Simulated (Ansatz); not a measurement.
# MoTe2 and the effect of the functional

```
Te Mo
1.0
     3.51820    0.00000    0.00000
    -1.75910    3.04685    0.00000
     0.00000    0.00000   13.97360
Te Mo
4 2
Direct
  0.66667 0.33333 0.37900
  0.33333 0.66667 0.87900
  0.66667 0.33333 0.12100
  0.33333 0.66667 0.62100
  0.66667 0.33333 0.75000
  0.33333 0.66667 0.25000
```

Kept alike: task projected density of states; k mesh 9 × 9 × 2; occupations fermi-dirac, width 0.05 eV; no spin polarisation. Program: Ansatz, Ansatz PAW, cutoff 420 eV. The mesh is that of the run's cell of 6 atoms. No spin-orbit coupling.

| functional | pressure (GPa) |
| --- | --- |
| BLYP | 9.07 |
| RPBE | 4.89 |
| revPBE | 4.33 |

Pressure is positive in compression, with a Pulay correction for the finite cutoff. All rows use potentials made for PBE.

**Question.** What does the functional change here?

**Answer.** The pressure runs from 4.33 (revPBE) to 9.07 GPa (BLYP). A positive pressure means that the functional's own cell is larger than the one given, a negative one that it is smaller.
